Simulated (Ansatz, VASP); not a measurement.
## One calculation of InAs, two programs

```xyz
2
Lattice="0.0000 2.8034 2.7315 2.8034 0.0000 2.7315 2.8034 2.8034 0.0000" Properties=species:S:1:pos:R:3 pbc="T T T"
In    2.8034    2.8034    2.7315
As    0.0000    0.0000    0.0000
```

Change from the starting cell: strain -0.025 along x and y, -0.050 along z, atoms carried along.

Alike in both runs: task single point; functional PBE; k mesh 18 × 18 × 18; occupations gaussian, width 0.15 eV; no spin polarisation.

```csv
,VASP,Ansatz
version,VASP 6.6.1,Ansatz 0.2.0
potentials or method,"VASP PAW PBE potentials, release 64 (In_d, As)","scalar-relativistic, plane waves, PAW"
plane-wave cutoff (eV),520,420
valence electrons in the cell,18,28
```

VASP gave:

```
gap on the k mesh at the Fermi level (eV)       : none
pressure (GPa)                                  : 8.2
largest component of the traceless stress (GPa) : 2.89
```

Problem. Which values does Ansatz return?

Solution. gap on the k mesh at the Fermi level (eV): none; pressure (GPa): 8.1; largest component of the traceless stress (GPa): 2.88.

A gap of «none» marks a metal or a gap that the smearing closes. With one functional, cell and mesh, what is left measures potentials, basis and numerics. The two sets of potentials don't hold the same shells in valence.
